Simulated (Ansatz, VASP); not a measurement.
## TaN: VASP beside Ansatz

```
Ta N
1.0
     2.93800    0.00000    0.00000
    -1.46900    2.54438    0.00000
     0.00000    0.00000    2.88300
Ta N
1 1
Direct
  0.33333 0.66667 0.50000
  0.00000 0.00000 0.00000
```

Alike in both runs: task single point; functional r2SCAN; k mesh 7 × 7 × 7; occupations gaussian, width 0.05 eV; collinear spin; Hubbard terms Ta d U = 2.0 eV.

```csv
,VASP,Ansatz
version,VASP 6.6.1,Ansatz 0.2.0
potentials or method,"VASP PAW PBE potentials, release 64 (Ta_pv, N)","scalar-relativistic, plane waves, PAW"
plane-wave cutoff (eV),520,500
valence electrons in the cell,16,18
```

Ansatz gave:

- gap on the k mesh at the Fermi level (eV): none
- pressure (GPa): 1.6
- largest component of the traceless stress (GPa): 0.28
- net moment per atom (μB): 0.00

Problem. Which values does VASP return?

Solution. gap on the k mesh at the Fermi level (eV): none; pressure (GPa): 7.8; largest component of the traceless stress (GPa): 0.84; net moment per atom (μB): 0.00.

The programs project onto different local orbitals, so the same U acts differently. A gap of «none» marks a metal or a gap that the smearing closes. The two sets of potentials don't hold the same shells in valence. Ansatz warned: «filled_band_counts_differ_across_k_points».

Caveats: the PAW data sets were made with another functional, which shifts forces and pressure a little (VASP). The state reached can hang on the start; a lower one may exist. Spin-orbit coupling is left out, which matters for the levels of Ta.
